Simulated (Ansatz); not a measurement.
Tantalum (dhcp) across density functionals

All rows: Ansatz, plane waves with scalar-relativistic PAW, 420 eV (500 eV for the SCAN forms), relaxed under each functional, no dispersion correction, no zero-point motion. B₀ comes from uniform scaling at fixed shape; a dash is a value not given.

| functional | V (Å³/atom) | cell | B₀ (GPa) | magnetic state | ΔE to bcc (meV/atom) |
| --- | --- | --- | --- | --- | --- |
| PBE | 18.80 | a = 2.938 Å, c = 10.057 Å (c/a = 3.423) | 191 | spin not included | 253 |
| r²SCAN | 18.57 | a = 2.933 Å, c = 9.972 Å (c/a = 3.400) | 200 | spin not included | 263 |
| PBEsol | 18.17 | a = 2.898 Å, c = 9.998 Å (c/a = 3.450) | 202 | spin not included | 275 |
| LDA | 17.72 | a = 2.857 Å, c = 10.028 Å (c/a = 3.510) | 209 | spin not included | 293 |
| revPBE | 19.03 | a = 2.954 Å, c = 10.075 Å (c/a = 3.410) | 186 | spin not included | 244 |
| RPBE | 19.13 | a = 2.960 Å, c = 10.082 Å (c/a = 3.406) | 184 | spin not included | 241 |
| BLYP | 19.38 | a = 2.941 Å, c = 10.349 Å (c/a = 3.518) | 175 | spin not included | 236 |

LDA gives the smallest volume and BLYP the largest.
